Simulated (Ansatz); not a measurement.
# Pressure against volume: Pt

```
CELL_PARAMETERS angstrom
0.00000 1.95790 1.95790
1.95790 0.00000 1.95790
1.95790 1.95790 0.00000
ATOMIC_POSITIONS crystal
Pt 0.00000 0.00000 0.00000
```

Conventional cell: a = 3.916 Å, b = 3.916 Å, c = 3.916 Å, α = 90.00°, β = 90.00°, γ = 90.00°. Pt (atom 1) has 12 Pt at 2.77 Å as nearest neighbours.

The geometry is COD entry 9012957, unchecked; take it as a test cell. It is an old determination, and later ones may differ.

Spin–orbit coupling is left out, though it moves levels of the heavy atoms by tenths of an eV or more.

Levels of theory: DFT, PBE, all-electron LAPW, scalar-relativistic (Ansatz 0.2.0); DFT, PBE, PAW with Ansatz's default frozen-core files, scalar-relativistic (Ansatz 0.2.0).

For LAPW: a Γ-centred 18×18×18 k mesh, Fermi–Dirac smearing of 0.03 eV, basis error target 0.25 meV/atom, no spin polarisation. PAW takes a cutoff of 420 eV at this cell. The Ansatz runs share mesh, smearing and spin set-up. Plane-wave (PAW) pressures include the program's estimate of the Pulay term.

The cell above is scaled evenly, with fractional coordinates and shape held.

```json
{"V/V(cell)": "0.9405", "V (Å³/atom)": "14.118", "P, LAPW (GPa)": "33.50", "P, PAW (GPa)": "33.57", "free energy over the lowest listed, PAW (meV/atom)": "139.7"}
{"V/V(cell)": "0.9800", "V (Å³/atom)": "14.711", "P, LAPW (GPa)": "17.93", "P, PAW (GPa)": "17.99", "free energy over the lowest listed, PAW (meV/atom)": "45.5"}
{"V/V(cell)": "1.0000", "V (Å³/atom)": "15.011", "P, LAPW (GPa)": "11.38", "P, PAW (GPa)": "11.43", "free energy over the lowest listed, PAW (meV/atom)": "18.0"}
{"V/V(cell)": "1.0200", "V (Å³/atom)": "15.311", "P, LAPW (GPa)": "?", "P, PAW (GPa)": "?", "free energy over the lowest listed, PAW (meV/atom)": "?"}
{"V/V(cell)": "1.0600", "V (Å³/atom)": "15.911", "P, LAPW (GPa)": "-4.09", "P, PAW (GPa)": "-4.05", "free energy over the lowest listed, PAW (meV/atom)": "0.0"}
```

(1) Fill in the row V/V(cell) = 1.0200.

(2) What do Birch–Murnaghan fits to the pressures give?

Answers

(1) P, LAPW (GPa) = 5.57, P, PAW (GPa) = 5.62, free energy over the lowest listed, PAW (meV/atom) = 2.2.

(2) LAPW: V0 = 15.64 Å³/atom, B0 = 248 GPa, B0′ = 5.4; PAW: V0 = 15.64 Å³/atom, B0 = 248 GPa, B0′ = 5.4.
